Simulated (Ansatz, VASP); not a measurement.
## Two plane-wave programs on MgO

```
Mg O
1.0
     3.58464    0.00000    0.00000
    -1.79232    3.10439    0.00000
     0.00000    0.00000    3.95213
Mg O
2 2
Direct
  0.66667 0.33333 0.75000
  0.33333 0.66667 0.25000
  0.66667 0.33333 0.25000
  0.33333 0.66667 0.75000
```

Alike in both runs: task single point; functional PBEsol; k mesh 9 × 9 × 6; occupations gaussian, width 0.05 eV; no spin polarisation.

```csv
,VASP,Ansatz
version,VASP 6.6.1,Ansatz 0.2.0
potentials or method,"VASP PAW PBE potentials, release 64 (Mg, O)","scalar-relativistic, plane waves, PAW"
plane-wave cutoff (eV),520,420
valence electrons in the cell,16,32
```

Ansatz gave:

| Property | Result |
| --- | --- |
| gap on the k mesh at the Fermi level (eV) | 3.41 |
| least direct gap on the mesh (eV) | 3.41 |
| pressure (GPa) | 3.8 |
| largest component of the traceless stress (GPa) | 12.51 |

Q: Estimate VASP's values.

A: gap on the k mesh at the Fermi level (eV): 3.41; least direct gap on the mesh (eV): 3.41; pressure (GPa): 3.5; largest component of the traceless stress (GPa): 12.57.

The functional is the same, so the differences come from potentials, cutoffs and numerics. The two sets of potentials don't hold the same shells in valence.

Caveats: the PAW data sets were made with another functional, which shifts forces and pressure a little (VASP). A hybrid or GW would open this gap; PBEsol tends to underestimate it.
